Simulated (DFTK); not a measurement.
A run of DFTK 0.8.2 is set up as follows.

Contents of run.jl:

```julia
using DFTK
using PseudoPotentialData
using Unitful, UnitfulAtomic
using LinearAlgebra, Printf
include("save.jl")
disable_threading()

# lattice vectors are the columns
lattice = austrip(1u"Å") * [      2.604491      -1.297768      -0.010784;
                 0.005171       2.258276      -0.015704;
                -0.011458      -0.008721       2.491146]
symbols   = [:Si]
positions = [[-0.012097, -0.012787, -0.015678]]
pseudopotentials = PseudoFamily("dojo.nc.sr.pbesol.v0_4_1.standard.upf")
elements = Dict(s => ElementPsp(s, pseudopotentials) for s in unique(symbols))
atoms    = [elements[s] for s in symbols]

build_model(lattice, positions; symmetries=true) =
    model_DFT(lattice, atoms, positions;
              functionals=PBEsol(),
              temperature=austrip(0.05u"eV"),
              smearing=Smearing.FermiDirac(),
              symmetries)
Ecut  = 24.0  # hartree
kgrid = [12, 12, 11]
tol   = 1e-6
to_GPa = ustrip(uconvert(u"GPa", 1u"hartree/bohr^3"))

model = build_model(lattice, positions)
basis = PlaneWaveBasis(model; Ecut, kgrid)
display(basis)
scfres = self_consistent_field(basis;
                               tol,
                               nbandsalg=AdaptiveBands(model; n_bands_converge=7))
display(scfres.energies)
@printf "Fermi level: %.6f eV\n" ustrip(auconvert(u"eV", something(scfres.εF, NaN)))
forces = compute_forces_cart(scfres)
println("Forces (eV/Å)")
for (s, f) in zip(symbols, forces)
    @printf "%-3s %12.6f %12.6f %12.6f\n" s ustrip.(auconvert.(u"eV/Å", f))...
end
stress = compute_stresses_cart(scfres)
println("Stress (GPa)")
display(round.(stress * to_GPa; digits=4))
println("Levels at the first k-point (eV): ", round.(ustrip.(auconvert.(u"eV", scfres.eigenvalues[1][1:scfres.n_bands_converge])); digits=4))
save_scf!(scfres; forces, stress)
```

Potentials or basis: dojo.nc.sr.pbesol.v0_4_1.standard.upf (PBEsol).

Command:

```console
$ julia --threads=1 run.jl  # save.jl only writes the numbers to a file and isn't shown; printed stress counts tension as positive; times include loading and compiling
```

What does it give for the pressure?

0.3 GPa.

What does it give for the band gap on the k mesh?

None (metal or under the smearing width).

Stress tensor (GPa, compression positive):
```
 0.94 -0.44  0.89
-0.44  0.43  1.32
 0.89  1.32 -0.35
```
